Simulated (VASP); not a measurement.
A run of VASP 6.6.1:

Contents of INCAR:

```
SYSTEM = CoH
PREC = Accurate
ENCUT = 600
EDIFF = 1E-6
ISMEAR = 0
SIGMA = 0.05
LREAL = .False.
LASPH = .True.
NELM = 120
ALGO = Normal
ISIF = 3
LWAVE = .False.
LCHARG = .False.
ISPIN = 2
MAGMOM = 2 0
LORBIT = 11
LMAXMIX = 4
METAGGA = R2SCAN
LMIXTAU = .True.
LUSE_VDW = .True.
IVDW_NL = 2
BPARAM = 11.95
CPARAM = 0.0093
IBRION = 2
NSW = 60
EDIFFG = -0.02
```

KPOINTS

```
Automatic mesh
0
Gamma
  12 12 12
  0 0 0
```

File POSCAR:

```
CoH
1.0
    0.0000000000      1.8429617100      1.8429617100
    1.8429617100      0.0000000000      1.8429617100
    1.8429617100      1.8429617100      0.0000000000
Co H
1 1
Direct
    0.0000000000      0.0000000000      0.0000000000
    0.5000000000      0.5000000000      0.5000000000
```

Potentials or basis: VASP PAW PBE potentials, release 64 (Co, H).

Launch:

```sh
$ cat potpaw_PBE.64/Co/POTCAR potpaw_PBE.64/H/POTCAR > POTCAR
$ mpirun -np 1 vasp_std > vasp.out
```

Hardware: 1 thread of AMD EPYC 7R13 Processor (Zen 3), with other jobs on the host.

Question: Estimate the wall time of this run.

Answer: Run time: 4.2 min on 1 thread of AMD EPYC 7R13 Processor (Zen 3) (shared host), peak memory 0.21 GiB. Counts: scf iterations 27, k points 72, ion steps 3.
